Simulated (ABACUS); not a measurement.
Te:

```
Te
1.0
     4.45400    0.00000    0.00000
    -2.22700    3.85728    0.00000
     0.00000    0.00000    5.92400
Te
3
Direct
  0.73100 0.73100 0.00000
  0.00000 0.26900 0.66667
  0.26900 0.00000 0.33333
```

Base run:

* Program: ABACUS 3.10.1
* Functional: PBEsol
* Potentials or basis: SG15 ONCV 1.2 PBE
* Cutoff: 1129 eV
* Density cutoff: 4517 eV
* Basis: plane waves
* k mesh: 6 × 6 × 4
* Occupations: fermi-dirac, width 0.05 eV
* Spin: no spin polarisation

Its results: band gap on the k mesh 0.15 eV, direct; pressure -0.8 GPa; largest force 0.127 eV/Å.

Problem. The run is repeated on the same cell with these changes: functional from PBEsol to PW91; potentials or basis from SG15 ONCV 1.2 PBE to PseudoDojo NC SR 0.4.1 PBE standard. What comes out?

Solution. Band gap on the k mesh 0.17 eV, direct; pressure 1.6 GPa; largest force 0.200 eV/Å.

Caveats: the potentials were made for another functional, which shifts forces and pressure; spin-orbit coupling is left out, which moves the levels of the heavy elements.

A k mesh can miss the band edges.

Not every run made on this cell is shown here.
